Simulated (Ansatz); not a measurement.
MnS: relaxation step by step

The guess for MnS is a distorted database cell: MnS type (F-43m) distorted into a subgroup (R3m, No. 160) (largest shift (Å) 0.33).

```xyz
2
Lattice="2.0317 1.1730 3.0639 -2.0317 1.1730 3.0639 0.0000 -2.3460 3.0639" Properties=species:S:1:pos:R:3 pbc="T T T"
Mn    0.0000    0.0000    8.8789
S     0.0000    0.0000    7.2064
```

Computed with DFT PBE, scalar-relativistic, plane waves, PAW (Ansatz 0.2.0). Cutoff 420 eV, Gaussian smearing, Γ-centred meshes. Cell and atoms relax first on a coarse mesh and then on a finer one. In between, the cell is made exact in the group found at 0.06 Å. In metals the finer mesh still leaves noise of several meV/atom or more. The steps can't lower the symmetry of their start. Collinear spin, starting moments Mn 4.0 μB.

Steps on the 6×6×6 mesh (2 atoms, 8 steps). The free energy counts from the last step; the plane-wave basis is renewed at times, which shifts energy and pressure.

```tsv
step	ΔF (meV/atom)	V (Å³/atom)	P (GPa)	largest force component (eV/Å)
1	2144.5	21.91	28.21	18.005
2	578.6	19.57	13.45	6.726
3	213.9	18.31	9.74	2.476
4	33.9	20.07	4.90	0.128
5	7.4	21.73	1.23	0.035
6	2.5	22.24	0.40	0.012
7	0.2	22.49	-0.10	0.002
8	0.0	22.49	-0.09	0.002
```

The relaxed structure, after a last relaxation on the converged mesh:

```
Mn S
1.0
     0.00000    2.82188    2.82188
     2.82188    0.00000    2.82188
     2.82188    2.82188    0.00000
Mn S
1 1
Direct
  0.50000 0.50000 0.50000
  0.75000 0.75000 0.75000
```

The symmetry goes from R3m (No. 160) to F-43m (No. 216). The end has the zinc blende type. The volume per atom grows by 2.6 %, from 21.9 to 22.5 Å³. The shortest distance goes from 1.67 Å (Mn–S) to 2.44 Å (Mn–S). The energy falls by about 2.1 eV/atom (the start's value is from the coarse mesh). The end is written in a standard setting, so origin, axes and order of atoms can differ from the start's. Around Mn lie 4 S at 2.44 Å; S is surrounded by 4 Mn at 2.44 Å.

| Property | Result |
| --- | --- |
| Volume per atom | 22.47 Å³ |
| Density | 3.21 g/cm³ |
| Energy over the elements | −0.46 eV/atom |
| Gap on the 18×18×18 mesh of the 2-atom cell | 0 eV (a metal) |
| Net moment per atom | 2.48 μB |
| Moment by site | Mn 4.2; S 0.1 μB |

Formation energies are uncorrected and refer to the elements' standard structures at the same level.

The last run used collinear spin and Gaussian smearing of 0.10 eV. No Hubbard U is applied to the 3d shell of Mn. The reference form of S is held partly by dispersion forces, which this level lacks. Another magnetic order may lie lower. A structure relaxed within its symmetry needn't be a true minimum. In all, the 3 runs took 5.3 min on 1 thread of Intel(R) Xeon(R) Processor @ 2.50GHz (Skylake/Cascade Lake), on a shared host. Site moments count only spheres around the atoms; the net moment includes the space between them.
